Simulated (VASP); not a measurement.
# NaCl: convergence, energy difference of two geometries

NaCl, Pm-3m (no. 221), 2 atoms in the cell. RPBE, energy difference of two geometries; PAW potentials Cl, Na_pv (PBE set). VASP 6.6.1.

Wanted: energy difference within 0.5 meV/atom.

What the run is for: energy difference; Accuracy asked: standard; Second geometry: last atom moved by 0.04 A along z, cell strained by +1.0% along z.

The series start from Plane-wave cutoff (eV): 340; k-point mesh: 6 × 6 × 6; Precision mode (PREC): Accurate; Electronic threshold (eV): 1e-6; Aspherical gradient terms in the spheres (LASPH): yes; Electronic algorithm: ALGO=Normal. Each series keeps the choices made before it, and each single choice may use up half of a tolerance. Times cover all steps of a run.

## Plane-wave cutoff (eV)

| Plane-wave cutoff (eV) | Energy difference (meV/atom) | Time (s) |
|---|---|---|
| 210 | 1.63 | 8.5 |
| 260 | -1.03 | 9.3 |
| 300 | -1.94 | 11 |
| 340 | -1.84 | 15 |
| 390 | -1.87 | 16 |
| 460 | -1.84 | 18 |
| 550 | -1.89 | 25 |
| 690 (reference) | -1.89 | 33 |

Chosen: 300, the loosest value from which every tighter one stays within half of the tolerance.

## k-point mesh

| k-point mesh | Energy difference (meV/atom) | Time (s) |
|---|---|---|
| 2 × 2 × 2 | -7.11 | 5.6 |
| 3 × 3 × 3 | -2.49 | 4.5 |
| 4 × 4 × 4 | -2.02 | 7.1 |
| 5 × 5 × 5 | -1.86 | 7.7 |
| 6 × 6 × 6 | -1.94 | 11 |
| 8 × 8 × 8 | -1.87 | 19 |
| 10 × 10 × 10 | -1.82 | 29 |
| 12 × 12 × 12 (reference) | -1.85 | 43 |

Chosen: 4 × 4 × 4.

## Precision mode (PREC)

| Precision mode (PREC) | Energy difference (meV/atom) | Time (s) |
|---|---|---|
| Low | -0.20 | 4.9 |
| SingleN | -0.20 | 5.0 |
| Normal | -1.99 | 5.5 |
| Accurate (reference) | -2.02 | 7.1 |

Chosen: Normal.

## Electronic threshold (eV)

| Electronic threshold (eV) | Energy difference (meV/atom) | Time (s) |
|---|---|---|
| 0.001 | -1.98 | 4.8 |
| 0.0001 | -1.98 | 4.4 |
| 1e-5 | -1.99 | 7.3 |
| 1e-6 | -1.99 | 5.5 |
| 1e-7 | -1.99 | 7.7 |
| 1e-8 (reference) | -1.99 | 9.1 |

Chosen: 0.001.

## Aspherical gradient terms in the spheres (LASPH)

| Aspherical gradient terms in the spheres (LASPH) | Energy difference (meV/atom) | Time (s) |
|---|---|---|
| yes | -1.98 | 4.8 |
| no | -1.98 | 3.9 |

Chosen: yes; no other choice that stays within half of the tolerance saves 30 % of the time.

## Electronic algorithm

| Electronic algorithm | Energy difference (meV/atom) | Time (s) |
|---|---|---|
| ALGO=Normal | -1.98 | 4.8 |
| ALGO=Fast | -1.96 | 5.0 |
| ALGO=VeryFast | -1.99 | 5.2 |
| ALGO=All ISEARCH=1 | -1.99 | 6.9 |
| ALGO=All ISEARCH=0 | -1.99 | 7.7 |
| ALGO=Damped TIME=0.4 | -1.99 | 6.7 |
| ALGO=Damped TIME=0.1 | -2.00 | 7.7 |

Chosen: ALGO=Normal.

## All choices together

| Input | Energy difference (meV/atom) | Time (s) |
|---|---|---|
| the program's defaults (naive) | -0.81 | 2.6 |
| chosen settings | -1.98 | 4.8 |
| reference settings throughout | -1.88 | 206 |

The tolerance is met.

## The input

INCAR:
```
  GGA = RP
  ISMEAR = 0
  SIGMA = 0.03
  LWAVE = F
  LCHARG = F
  ISIF = 2
  PREC = Normal
  LASPH = T
  LREAL = F
  ALGO = Normal
  EDIFF = 0.001
  NELM = 120
  GGA_COMPAT = F
  ENCUT = 300
  EFERMI = MIDGAP
```

KPOINTS:
```
Automatic mesh
0
Gamma
  4 4 4
  0 0 0
```

POSCAR.step1:
```
NaCl
1.0
    3.5021900000      0.0000000000      0.0000000000
    0.0000000000      3.5021900000      0.0000000000
    0.0000000000      0.0000000000      3.5021900000
Cl Na
1 1
Direct
    0.5000000000      0.5000000000      0.5000000000
    0.0000000000      0.0000000000      0.0000000000
```

POSCAR.step2:
```
NaCl
1.0
    3.5021900000      0.0000000000      0.0000000000
    0.0000000000      3.5021900000      0.0000000000
    0.0000000000      0.0000000000      3.5372119000
Cl Na
1 1
Direct
    0.5000000000      0.5000000000      0.5000000000
    0.0000000000      0.0000000000      0.0114214200
```

Commands (each step's output is kept before the next begins):
```
cat potpaw_PBE.64/Cl/POTCAR potpaw_PBE.64/Na_pv/POTCAR > POTCAR
cp POSCAR.step1 POSCAR
mpirun -np 1 vasp_std > vasp.out
cp POSCAR.step2 POSCAR
mpirun -np 1 vasp_std > vasp.out
```

The chosen input took VASP 6.6.1 4.8 s on 1 core (AMD EPYC 7R43 (Zen 3)), a shared host.

## An input that fails: tetrahedra on too few k points

VASP's message: IBZKPT: tetrahedron method fails for NKPT<4. NKPT = 1.

k mesh: 6 × 6 × 6 becomes 1 × 1 × 1.

Changes against the starting input:
```
- ISMEAR = 0
- NELM = 120
+ ISMEAR = -5
+ NELM = 62
```
